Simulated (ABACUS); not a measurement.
The system is HgTe (Coloradoite).

```
Hg Te
1.0
     0.00000    3.21450    3.21450
     3.21450    0.00000    3.21450
     3.21450    3.21450    0.00000
Hg Te
1 1
Direct
  0.00000 0.00000 0.00000
  0.75000 0.75000 0.75000
```

Program: ABACUS 3.10.1. Alike in all runs: task single point; potentials or basis SG15 ONCV 1.2 PBE, plane waves; no spin polarisation; cell as given; k mesh 7 × 7 × 7; cutoff (eV) 1129; smearing fermi-dirac 0.05 eV.

Problem. Order these runs on this cell by their pressure, lowest first.
A. level BLYP
B. level SCAN
C. level TPSS

Solution. B (0.7 GPa), C (3.8 GPa), A (7.8 GPa).

Caveats: the potentials were made for another functional, which shifts forces and pressure.

Runs at the PBE level aren't shown here.
